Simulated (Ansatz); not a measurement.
# SiMo3: the cost of one run

Method: DFT PBE, scalar-relativistic, plane waves, PAW, in Ansatz 0.2.0.

2 further runs of the same task are left out: 2 set aside as unsound or not needed. Runs told in other sessions of the task aren't counted.

**1. The structure to begin with**

It takes space group Pm-3n (No. 223, cubic). The conventional cell has a = 4.906 Å, b = 4.906 Å, c = 4.906 Å, α = 90.00°, β = 90.00°, γ = 90.00°. Si (site symmetry m-3) has 12 Mo at 2.74 Å in its first shell of neighbours. Mo (site symmetry -4m2) has 2 Mo at 2.45 Å and 4 Si at 2.74 Å in its first shell of neighbours.

Coordinates:

```cif
data_structure
_symmetry_space_group_name_H-M 'Pm-3n'
_symmetry_Int_Tables_number 223
_cell_length_a 4.9065
_cell_length_b 4.9065
_cell_length_c 4.9065
_cell_angle_alpha 90.000
_cell_angle_beta 90.000
_cell_angle_gamma 90.000
_cell_volume 118.11
loop_
_atom_site_label
_atom_site_type_symbol
_atom_site_symmetry_multiplicity
_atom_site_Wyckoff_symbol
_atom_site_fract_x
_atom_site_fract_y
_atom_site_fract_z
_atom_site_occupancy
Si1 Si 2 a 0.00000 0.00000 0.00000 1
Mo1 Mo 6 c 0.25000 0.00000 0.50000 1
```

It is the result of an earlier relaxation at this level (volume 14.76 Å³/atom; gap on the mesh: none (metal)).

Reference energy of this cell: -31010.2940 eV (8 atoms, 8×8×8 mesh, zero smearing).

**2. Cell: atoms packed at random at 1.16 times the crystal's volume**

3 Si, 9 Mo were thrown into a skewed cell at random, at 1.16 times a reference volume of the solid, and pushed apart as soft spheres.

The cell holds 3 Si, 9 Mo: a = 6.060 Å, b = 6.134 Å, c = 5.599 Å, α = 87.62°, β = 81.32°, γ = 88.86°.

**3. Relaxation without symmetry, coarse mesh**

Cell and atoms move without symmetry, on a coarse mesh with loose thresholds.

File input.yaml:

```yaml
crystal:
  lattice:
    - [6.04341, 0.056539, 0.440052]
    - [0.056539, 6.132205, 0.119459]
    - [0.440052, 0.119459, 5.580355]
  atoms:
    - { symbol: Si, position: [0.5599376743, 0.3192277603, 0.6965747606] }
    - { symbol: Si, position: [0.0724865304, 0.8568107753, 0.6579514475] }
    - { symbol: Si, position: [0.1192437067, 0.8141452462, 0.2477709561] }
    - { symbol: Mo, position: [0.2092006623, 0.1491444536, 0.9413033553] }
    - { symbol: Mo, position: [0.4224014501, 0.9985124432, 0.4245413269] }
    - { symbol: Mo, position: [0.2074169822, 0.4700706881, 0.5168209936] }
    - { symbol: Mo, position: [0.5466574337, 0.3875022817, 0.158677152] }
    - { symbol: Mo, position: [0.9450947708, 0.560276504, 0.9787256999] }
    - { symbol: Mo, position: [0.3972884484, 0.716380431, 0.8747677212] }
    - { symbol: Mo, position: [0.888255927, 0.1489229188, 0.4099388959] }
    - { symbol: Mo, position: [0.7457869455, 0.0078440337, 0.9401940707] }
    - { symbol: Mo, position: [0.7629582146, 0.657451124, 0.4887917313] }
  symmetry: { detect: false }
basis:
  ecutwfc: 420
kpoints:
  mp_grid: { grid: [2, 2, 3], shift: [0.5, 0.5, 0.0] }
hamiltonian:
  xc: pbe
scf:
  occupations: { method: gaussian, width: 0.1 }
  lower_state_search: "off"
output:
  forces: true
  stress: true
  eigenvalues: true
relax:
  adjacent_minimum: "off"
  f_tol: 0.04
  max_steps: 70
  cell: { stress_tol: 0.3 }
```

Launch:

```console
ansatz run input.yaml --threads 2 --pin off --max-ram 5120MiB --backend cpu --events-out ev --progress --plain --runs-dir out
```

**Question.** How long does this run take on 2 threads of Intel Xeon at 2.50GHz (Skylake/Cascade Lake), shared host, and how much memory does it need?

About 96 s, with a peak of 0.55 GiB.
